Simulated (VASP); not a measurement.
Input of a VASP 6.6.1 run:

Contents of INCAR:

```
SYSTEM = Mg
PREC     = Accurate       ! precision mode
ENCUT    = 520            ! plane-wave cutoff, eV
EDIFF    = 1E-7           ! SCF threshold, eV
ISMEAR   = 0              ! smearing method
SIGMA    = 0.1            ! smearing width, eV
LREAL    = .False.        ! projectors in reciprocal space
LASPH    = .True.         ! aspherical terms in the spheres
NELM     = 80             ! most SCF steps
ALGO     = Normal         ! electronic algorithm
ISIF     = 2              ! what is computed and relaxed
LWAVE    = .False.        ! write WAVECAR
LCHARG   = .False.        ! write CHGCAR
GGA      = PS             ! functional
NBANDS   = 9              ! bands
```

Contents of KPOINTS:

```
regular mesh
0
Gamma
  6 6 4
  0 0 0
```

Contents of POSCAR:

```
Mg
1.0
   -1.6046357663     -2.7793106748      0.0000000000
   -1.6046357662      2.7793106748      0.0000000000
    0.0000000000      0.0000000000     -5.2103300000
Mg
2
Direct
    0.3333333333      0.6666666667      0.2500000000
    0.6666666667      0.3333333335      0.7500000000
```

Potentials or basis: VASP PAW PBE potentials, release 64 (Mg).

Run with:

```bash
$ cat potpaw_PBE.64/Mg/POTCAR > POTCAR
$ mpirun -np 1 vasp_std > vasp.out
```

Question: Estimate the pressure.

Answer: -1.1 GPa.

Question: Estimate the band gap on the k mesh.

Answer: None (metal or under the smearing width).

Stress tensor (GPa, compression positive):
```
-1.17  0.00  0.00
 0.00 -1.17  0.00
 0.00  0.00 -1.06
```

Caveat: the k mesh is coarse (spacing up to 0.38 Å⁻¹), so the values aren't converged; the PAW data sets were made with another functional, which shifts forces and pressure a little.
